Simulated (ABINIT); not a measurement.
# TePb (Fm-3m): phonons by linear response

How does TePb (Fm-3m) vibrate, and is this structure a minimum?

Program: ABINIT 10.8.3. Level of theory: DFT LDA, scalar-relativistic, plane waves, PseudoDojo norm-conserving pseudopotentials. Results are calculated unless marked as measured.

Experimental background.

For PbTe, rocksalt (melt-grown single-crystal fragment, about 42 um across, 125 K), “Correlated local dipoles in PbTe” (2017, arxiv:1709.02863) gives, by single-crystal x-ray diffraction: lattice constant a (cubic lattice constant a at 125 K) 6.4397 ± 0.0001 Å.

“Lattice Properties of PbX (X = S, Se, Te): Experimental Studies and ab initio Calculations Including Spin-Orbit Effects” (2008, arxiv:0808.3152) quotes from earlier work for PbTe, rock salt (bulk crystal, 5 K): infrared mode (TO at Gamma) 18 cm⁻¹ [soft, strongly anharmonic mode near a ferroelectric instability].

### 1. The structure

It takes space group Fm-3m (No. 225, cubic). Conventional cell: a = 6.462 Å, b = 6.462 Å, c = 6.462 Å, α = 90.00°, β = 90.00°, γ = 90.00°. Te has 6 Pb at 3.23 Å nearest. Nearest to Pb lie 6 Te at 3.23 Å. Farther neighbours and most contacts between anions are not listed.

### 2. A probe with smearing

A first run with smearing and empty bands tells whether the crystal has a gap, which decides between fixed occupations and smearing later on.

The input, probe.abi:

```
# ground state
tolvrs 1.0d-08
prtden 1
prtwf 1

# basis, mesh and filling
ecut 34.0
ngkpt 6 6 6
nshiftk 1
shiftk 0.0 0.0 0.0
istwfk *1
occopt 7
tsmear 0.005
nband 23
nstep 100
diemac 9.0
prtebands 0
prtgsr 0
useylm 1

# cell and atoms
acell 8.634770973 8.634770973 8.634770973
rprim 
    0.0 0.7071067812 0.7071067812
    0.7071067812 0.0 0.7071067812
    0.7071067812 0.7071067812 0.0
ntypat 2
znucl 52 82
natom 2
typat 1 2
xred 
    0.5 0.5 0.5
    0.0 0.0 0.0
pp_dirpath "./pseudo"
pseudos "Te.upf, Pb.upf"
```

Started as:

```sh
OMP_NUM_THREADS=1 mpirun -n 4 abinit probe.abi > probe.log
```

Numbers of over 12 decimals in the logs are rounded to 6 here.

probe.abo, the main output file:

```text
[banners, grids, parts of the stress and lines that vanish by symmetry left out]
- input  file    -> probe.abi
- output file    -> probe.abo
- root for input  files -> probei
[...]
Symmetries : space group Fm -3 m (#225); Bravais cF (face-center cubic)
[...]
mpw =        4338          nfft =      110592          nkpt =          16
[...]
== DATASET  1 ==================================================================
[...]
cutoff_energies: {ecut:  34.0, pawecutdg:  -1.0, }
[...]
ETOT  1  -174.80930501971    -1.748E+02 1.634E-01 7.488E+01
 ETOT  2  -174.91707808708    -1.078E-01 4.768E-03 1.862E+01
 ETOT  3  -174.91931483095    -2.237E-03 2.368E-03 1.982E-01
 ETOT  4  -174.91934067777    -2.585E-05 1.187E-03 6.756E-03
 ETOT  5  -174.91934193379    -1.256E-06 5.627E-04 1.015E-03
 ETOT  6  -174.91934208482    -1.510E-07 2.524E-04 4.032E-05
 ETOT  7  -174.91934209142    -6.603E-09 1.222E-04 2.861E-06
 ETOT  8  -174.91934209199    -5.715E-10 7.663E-05 2.868E-08
 ETOT  9  -174.91934209201    -1.353E-11 7.635E-05 1.282E-10
 At SCF step    9       vres2   =  1.28E-10 < tolvrs=  1.00E-08 =>converged.
[...]
sigma(1 1)=  6.74407415E-05  sigma(3 2)=  0.00000000E+00
  sigma(2 2)=  6.74407415E-05  sigma(3 1)=  0.00000000E+00
  sigma(3 3)=  6.74407415E-05  sigma(2 1)=  0.00000000E+00
[...]
convergence: {deltae: -1.353E-11, res2:  1.282E-10, residm:  7.635E-05, diffor: null, }
etotal    :  -1.74919342E+02
[...]
sigma(1 1)=  6.74407415E-05  sigma(3 2)=  0.00000000E+00
  sigma(2 2)=  6.74407415E-05  sigma(3 1)=  0.00000000E+00
  sigma(3 3)=  6.74407415E-05  sigma(2 1)=  0.00000000E+00
[...]
- sigma(1 1)=  1.98417512E+00  sigma(3 2)=  0.00000000E+00
- sigma(2 2)=  1.98417512E+00  sigma(3 1)=  0.00000000E+00
- sigma(3 3)=  1.98417512E+00  sigma(2 1)=  0.00000000E+00
[...]
fcart     -0.0000000000E+00 -0.0000000000E+00 -0.0000000000E+00
           strten      6.7440741455E-05  6.7440741455E-05  6.7440741455E-05
================================================================================

[key lines of the parts left out:]
pressure_GPa:  -1.9842E+00
```

The job ended after 12 s (4 MPI ranks of Arm Neoverse V2, shared host).

This step gave:

```yaml
volume_per_atom: 33.73 Å³
pressure: -1.984 GPa
gap_on_the_k_mesh: 0.6555 eV
```

A gap of 0.66 eV opens on this mesh, so the crystal is taken as an insulator; the printed pressure holds the stress of the finite basis too.

### 3. Relaxing the cell and atoms

The harmonic expansion needs vanishing forces, and a free crystal bears no stress, so cell and atoms are brought to rest. Stress is more sensitive to the basis than forces are: the last 3 Ha under the cutoff are smoothed with ecutsm, and the cutoff is raised above that of the later runs.

The input, relax.abi:

```
# relaxation
ionmov 2
optcell 2
dilatmx 1.08
ntime 40
tolmxf 1.0d-05
tolvrs 1.0d-14
prtwf 0
prtden 0
chksymtnons 0

# basis, mesh and filling
ecut 42.0
ecutsm 3.0
ngkpt 6 6 6
nshiftk 1
shiftk 0.0 0.0 0.0
istwfk *1
occopt 1
nband 15
nstep 100
diemac 9.0
prtebands 0
prtgsr 0
useylm 1

# cell and atoms
acell 8.634770973 8.634770973 8.634770973
rprim 
    0.0 0.7071067812 0.7071067812
    0.7071067812 0.0 0.7071067812
    0.7071067812 0.7071067812 0.0
ntypat 2
znucl 52 82
natom 2
typat 1 2
xred 
    0.5 0.5 0.5
    0.0 0.0 0.0
pp_dirpath "./pseudo"
pseudos "Te.upf, Pb.upf"
```

Started as:

```sh
OMP_NUM_THREADS=1 mpirun -n 4 abinit relax.abi > relax.log
```

relax.abo, the main output file:

```text
[banners, grids, parts of the stress and lines that vanish by symmetry left out]
- input  file    -> relax.abi
- output file    -> relax.abo
- root for input  files -> relaxi
[...]
Symmetries : space group Fm -3 m (#225); Bravais cF (face-center cubic)
[...]
mpw =        7495          nfft =      216000          nkpt =          16
[...]
== DATASET  1 ==================================================================
[...]
cutoff_energies: {ecut:  42.0, pawecutdg:  -1.0, }
[...]
ETOT  1  -173.57128816958    -1.736E+02 8.062E-01 8.421E+02
 ETOT  2  -174.84673574269    -1.275E+00 1.356E-02 1.007E+03
 ETOT  3  -174.90474022641    -5.800E-02 3.160E-02 7.934E+01
 ETOT  4  -174.91509353090    -1.035E-02 1.268E-03 6.502E+01
 ETOT  5  -174.91681218189    -1.719E-03 8.072E-05 4.271E+01
[...]
At SCF step   20       vres2   =  1.20E-15 < tolvrs=  1.00E-14 =>converged.
[...]
sigma(1 1)=  5.73653786E-05  sigma(3 2)=  0.00000000E+00
  sigma(2 2)=  5.73653786E-05  sigma(3 1)=  0.00000000E+00
  sigma(3 3)=  5.73653786E-05  sigma(2 1)=  0.00000000E+00
[...]
convergence: {deltae: -9.607E-12, res2:  1.202E-15, residm:  3.293E-15, diffor: null, }
etotal    :  -1.74919546E+02
[...]
ETOT  1  -174.91899949208    -1.749E+02 7.497E-07 1.300E+01
[...]
At SCF step   12       vres2   =  1.06E-15 < tolvrs=  1.00E-14 =>converged.
[...]
sigma(1 1)=  5.00312728E-05  sigma(3 2)=  0.00000000E+00
  sigma(2 2)=  5.00312728E-05  sigma(3 1)=  0.00000000E+00
  sigma(3 3)=  5.00312728E-05  sigma(2 1)=  0.00000000E+00
[...]
convergence: {deltae:  6.025E-12, res2:  1.063E-15, residm:  4.042E-17, diffor: null, }
etotal    :  -1.74919672E+02
[...]
ETOT  1  -174.89275945678    -1.749E+02 1.179E-04 5.399E+02
[...]
At SCF step   13       vres2   =  2.58E-15 < tolvrs=  1.00E-14 =>converged.
[...]
sigma(1 1)= -3.12326624E-06  sigma(3 2)=  0.00000000E+00
  sigma(2 2)= -3.12326624E-06  sigma(3 1)=  0.00000000E+00
  sigma(3 3)= -3.12326624E-06  sigma(2 1)=  0.00000000E+00
[...]
convergence: {deltae:  3.979E-12, res2:  2.581E-15, residm:  3.069E-16, diffor: null, }
etotal    :  -1.74920041E+02
[...]
ETOT  1  -174.91995108740    -1.749E+02 4.712E-09 1.805E+00
[...]
At SCF step   11       vres2   =  7.13E-15 < tolvrs=  1.00E-14 =>converged.
[...]
sigma(1 1)=  1.50049440E-07  sigma(3 2)=  0.00000000E+00
  sigma(2 2)=  1.50049440E-07  sigma(3 1)=  0.00000000E+00
  sigma(3 3)=  1.50049440E-07  sigma(2 1)=  0.00000000E+00
[...]
convergence: {deltae: -3.695E-13, res2:  7.134E-15, residm:  1.423E-16, diffor: null, }
etotal    :  -1.74920042E+02
[...]
ETOT  1  -174.92004198964    -1.749E+02 7.136E-11 3.800E-03
[...]
ETOT  8  -174.92004218146     2.376E-11 3.033E-16 6.738E-14
 ETOT  9  -174.92004218147    -1.049E-11 3.972E-17 2.267E-16
 At SCF step    9       vres2   =  2.27E-16 < tolvrs=  1.00E-14 =>converged.
[...]
sigma(1 1)=  4.08899877E-10  sigma(3 2)=  0.00000000E+00
  sigma(2 2)=  4.08899874E-10  sigma(3 1)=  0.00000000E+00
  sigma(3 3)=  4.08899879E-10  sigma(2 1)=  0.00000000E+00
[...]
convergence: {deltae: -1.049E-11, res2:  2.267E-16, residm:  3.972E-17, diffor: null, }
etotal    :  -1.74920042E+02
[...]
At Broyd/MD step   5, gradients are converged :
[...]
sigma(1 1)=  4.08899877E-10  sigma(3 2)=  0.00000000E+00
  sigma(2 2)=  4.08899874E-10  sigma(3 1)=  0.00000000E+00
  sigma(3 3)=  4.08899879E-10  sigma(2 1)=  0.00000000E+00
[...]
- sigma(1 1)=  1.20302497E-05  sigma(3 2)=  0.00000000E+00
- sigma(2 2)=  1.20302496E-05  sigma(3 1)=  0.00000000E+00
- sigma(3 3)=  1.20302498E-05  sigma(2 1)=  0.00000000E+00
[...]
fcart     -0.0000000000E+00 -0.0000000000E+00 -0.0000000000E+00
           strten      4.0889987750E-10  4.0889987403E-10  4.0889987923E-10
================================================================================

[key lines of the parts left out:]
pressure_GPa:  -1.2030E-05
Total energy (etotal) [Ha]= -1.74920042181472E+02
```

It took 93 s on 4 MPI ranks; 6.2 min of CPU time.

Step by step:

```
step  energy less that of the first step (eV)  largest force (eV/Å)  volume (Å³)
   1                                   0.0000                0.0000        67.46
   2                                  -0.0034                0.0000        67.11
   3                                  -0.0135                0.0000        64.86
   4                                  -0.0135                0.0000        64.99
   5                                  -0.0135                0.0000        64.98
```

```
conventional cell, symmetrised  before  after  change
                         a (Å)   6.462  6.382  -1.2 %
                         b (Å)   6.462  6.382  -1.2 %
                         c (Å)   6.462  6.382  -1.2 %
              volume (Å³/atom)   33.73  32.49  -3.7 %
```

The relaxed structure:

```xyz
2
Lattice="0.0000 3.1910 3.1910 3.1910 0.0000 3.1910 3.1910 3.1910 0.0000" Properties=species:S:1:pos:R:3 pbc="T T T"
Te    3.1910    3.1910    3.1910
Pb    0.0000    0.0000    0.0000
```

Read from the output:

- volume per atom: 32.49 Å³
- pressure: -1.20e-5 GPa

The volume changes by -3.7 % in this run and stands -3.7 % from the first cell.

### 4. Self-consistent run for the response

The response is built on these wavefunctions, so the potential is converged far more tightly than an energy would need.

gs.abi, as its differences from probe.abi of step 2:

```diff
@@ -1,3 +1,3 @@
 # ground state
-tolvrs 1.0d-08
+tolvrs 1.0d-16
 prtden 1
@@ -11,5 +11,4 @@
 istwfk *1
-occopt 7
-tsmear 0.005
-nband 23
+occopt 1
+nband 15
 nstep 100
@@ -21,3 +20,3 @@
 # cell and atoms
-acell 8.634770973 8.634770973 8.634770973
+acell 8.527775946 8.527775946 8.527775946
 rprim
```

Started as:

```sh
OMP_NUM_THREADS=1 mpirun -n 4 abinit gs.abi > gs.log
```

gs.abo, the main output file:

```text
[banners, grids, parts of the stress and lines that vanish by symmetry left out]
- input  file    -> gs.abi
- output file    -> gs.abo
- root for input  files -> gsi
[...]
Symmetries : space group Fm -3 m (#225); Bravais cF (face-center cubic)
[...]
mpw =        4184          nfft =      110592          nkpt =          16
[...]
== DATASET  1 ==================================================================
[...]
cutoff_energies: {ecut:  34.0, pawecutdg:  -1.0, }
[...]
ETOT  1  -173.60425441393    -1.736E+02 5.589E-01 1.208E+02
 ETOT  2  -174.90062510872    -1.296E+00 1.105E-02 9.835E+01
 ETOT  3  -174.91721856545    -1.659E-02 1.229E-03 1.399E+01
 ETOT  4  -174.91979635907    -2.578E-03 5.556E-04 1.291E-01
 ETOT  5  -174.91981214886    -1.579E-05 1.282E-04 9.813E-02
[...]
ETOT 31  -174.91983994636     1.043E-11 1.079E-16 1.693E-15
 ETOT 32  -174.91983994636    -7.105E-12 5.704E-17 1.931E-17
 At SCF step   32       vres2   =  1.93E-17 < tolvrs=  1.00E-16 =>converged.
[...]
sigma(1 1)=  1.03744382E-05  sigma(3 2)=  0.00000000E+00
  sigma(2 2)=  1.03744382E-05  sigma(3 1)=  0.00000000E+00
  sigma(3 3)=  1.03744382E-05  sigma(2 1)=  0.00000000E+00
[...]
convergence: {deltae: -7.105E-12, res2:  1.931E-17, residm:  5.704E-17, diffor: null, }
etotal    :  -1.74919840E+02
[...]
sigma(1 1)=  1.03744382E-05  sigma(3 2)=  0.00000000E+00
  sigma(2 2)=  1.03744382E-05  sigma(3 1)=  0.00000000E+00
  sigma(3 3)=  1.03744382E-05  sigma(2 1)=  0.00000000E+00
[...]
- sigma(1 1)=  3.05226511E-01  sigma(3 2)=  0.00000000E+00
- sigma(2 2)=  3.05226511E-01  sigma(3 1)=  0.00000000E+00
- sigma(3 3)=  3.05226511E-01  sigma(2 1)=  0.00000000E+00
[...]
fcart     -0.0000000000E+00 -0.0000000000E+00 -0.0000000000E+00
           strten      1.0374438234E-05  1.0374438234E-05  1.0374438234E-05
================================================================================

[key lines of the parts left out:]
pressure_GPa:  -3.0523E-01
```

It took 21 s on 4 MPI ranks.

Read from the output:

- pressure: -0.3052 GPa

The cell stands at -0.31 GPa: the relaxation ran with a smoothed and higher cutoff, and the difference is a stress of the finite basis.

### 5. The gap at rest

Empty bands on the ground state's density check that the gap assumed so far is there in this cell.

The input, gap.abi:

```
# empty bands on the ground state's density
iscf -2
getden_filepath "gso_DEN"
tolwfr 1.0d-12
nbdbuf 2
prtwf 0

# basis, mesh and filling
ecut 34.0
ngkpt 6 6 6
nshiftk 1
shiftk 0.0 0.0 0.0
istwfk *1
occopt 1
nband 19
nstep 100
diemac 9.0
prtebands 0
prtgsr 0
useylm 1

# cell and atoms
acell 8.527775946 8.527775946 8.527775946
rprim 
    0.0 0.7071067812 0.7071067812
    0.7071067812 0.0 0.7071067812
    0.7071067812 0.7071067812 0.0
ntypat 2
znucl 52 82
natom 2
typat 1 2
xred 
    0.5 0.5 0.5
    0.0 0.0 0.0
pp_dirpath "./pseudo"
pseudos "Te.upf, Pb.upf"
```

Started as:

```sh
OMP_NUM_THREADS=1 mpirun -n 4 abinit gap.abi > gap.log
```

gap.abo, the main output file:

```text
[banners, grids, parts of the stress and lines that vanish by symmetry left out]
- input  file    -> gap.abi
- output file    -> gap.abo
- root for input  files -> gapi
[...]
Symmetries : space group Fm -3 m (#225); Bravais cF (face-center cubic)
[...]
mpw =        4184          nfft =      110592          nkpt =          16
[...]
== DATASET  1 ==================================================================
[...]
cutoff_energies: {ecut:  34.0, pawecutdg:  -1.0, }
[...]
-outvars: echo values of variables after computation
            acell      8.5277759460E+00  8.5277759460E+00  8.5277759460E+00 Bohr
================================================================================
```

The job ended after 6.3 s (4 MPI ranks).

This step gave:

* gap on the k-mesh: 0.5769 eV

In this cell the gap on the mesh is 0.58 eV, direct, so fixed occupations hold.

[end of part 1 of 4]

[Host names and launcher messages were left out of these logs when they were recorded.]

[Logs are printed without paths, hosts, clocks, repeated set-up lines and the standing remarks that a program may print on its own settings, such as how far it seeks lower states.]

[Hosts, paths, dates, database ids (printed as entryN), source tags and the programs' standing remarks are cut or masked in the printed files.]
